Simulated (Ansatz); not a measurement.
Runs of Ansatz 0.2.0 on CuO. It takes space group P4/nmm (No. 129, tetragonal). Conventional cell: a = 3.175 Å, b = 3.175 Å, c = 4.650 Å, α = 90.00°, β = 90.00°, γ = 90.00°. Cu (site symmetry -4m2) has 4 O at 2.02 Å and 4 Cu at 2.25 Å as nearest neighbours. O (site symmetry 4mm) is surrounded by 4 Cu at 2.02 Å. The cell was built by a generator and needn't be a form met in nature.

```tsv
task	level	U	cell	cutoff (eV)	points for each segment of the path	hubbard projectors	double counting	gap on the mesh (eV)	pressure (GPa)	relaxed volume (Å³/atom)	largest force (eV/Å)
band structure	LDA+U	Cu d U = 4.5 eV	as given	420	14	ortho-atomic (the default)	fll (the default)	none	(a)	-	1.20
single point	PBE	-	as given	350	-	-	-	none	16.6	-	0.92
relaxation of cell and atoms	PBEsol+D3(BJ)	-	relaxed	420	-	-	-	none	0.0	(b)	-
relaxation of cell and atoms	r2SCAN+U	Cu d U = 5.3 eV	relaxed	500	-	ortho-atomic (the default)	fll (the default)	none	0.0	12.22	-
```

Alike in all rows: potentials or basis Ansatz PAW; no spin polarisation; k mesh 8 × 8 × 6; smearing fermi-dirac 0.05 eV.

Q: Fill in the values left out.

A: (a) 5.7; (b) 10.96.

Caveats: the run has no spin polarisation, though such a crystal can be magnetic; the PAW data sets come from PBE, with cores solved anew for the run's functional, which leaves a small shift of forces and pressure (some runs); U without spin polarisation on a metal has little footing (some runs); semilocal functionals often make such compounds metallic where correlation or magnetic order opens a gap, which also shifts bond lengths (some runs); the plane-wave basis is chosen anew once the cell has moved, so the energies of steps on either side of that aren't comparable (some runs); forces of over 1 eV/Å show positions far from the minimum, so gaps and moduli don't describe the material at rest (some runs); so large a pressure means that the cell lies far from this level's equilibrium, or that cutoff or potentials fall short (some runs).

A gap of «none» marks a metal or a gap under the smearing width.
